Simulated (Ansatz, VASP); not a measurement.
Two plane-wave programs on K

```
CELL_PARAMETERS angstrom
7.22108 0.00000 0.00000
-3.61054 6.25364 0.00000
0.00000 0.00000 4.30090
ATOMIC_POSITIONS crystal
K 0.00000 0.00000 0.00000
K 0.33333 0.66667 0.50000
K 0.66667 0.33333 0.50000
```

The cell was built by a generator and needn't be a form met in nature.

Alike in both runs: functional LDA; k mesh 5 × 5 × 7; occupations fermi-dirac, width 0.1 eV; no spin polarisation.

Ansatz relaxed the structure, and its values are those at the end. VASP's run is a single point on that final structure, the one shown.

|  | VASP | Ansatz |
| --- | --- | --- |
| version | VASP 6.6.1 | Ansatz 0.2.0 |
| potentials or method | VASP PAW LDA potentials, release 64 (K_sv) | plane waves (420 eV) with PAW, scalar-relativistic |
| plane-wave cutoff (eV) | 520 | 420 |
| valence electrons in the cell | 27 | 27 |

```tsv
	VASP	Ansatz	Ansatz less VASP
pressure (GPa)	0.0	0.0	+0.02
```

Ansatz warned: «pseudo_functional_mismatch».
